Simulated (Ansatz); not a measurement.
Ni:

```xyz
1
Lattice="0.0000 1.7376 1.7376 1.7376 0.0000 1.7376 1.7376 1.7376 0.0000" Properties=species:S:1:pos:R:3 pbc="T T T"
Ni    0.0000    0.0000    0.0000
```

Program: Ansatz 0.2.0. Alike in all runs: spin collinear, ferromagnetic start; cell as given; k mesh 13 × 13 × 13; cutoff (eV) 320; smearing fermi-dirac 0.05 eV; basis error allowed 0.001 eV/atom.

**Question.** Order these runs on this cell by their pressure, lowest first.
A. level PBEsol; potentials or basis all-electron LAPW, scalar-relativistic
B. level PBEsol; potentials or basis all-electron LAPW, non-relativistic
C. level PBEsol+U; potentials or basis all-electron LAPW, scalar-relativistic; U Ni d U = 8 eV

**Answer.** A (-2.4 GPa), B (2.3 GPa), C (33.4 GPa).

Caveats: the magnetic state may not be the lowest (some runs); a pressure of tens of GPa on the cell as given is suspect, and the run, the potentials or the cell itself is likely at fault (some runs); U is the effective U less J, on atomic orbitals that reach past the spheres (some runs); the U is typed as a test and isn't derived for this compound (some runs).
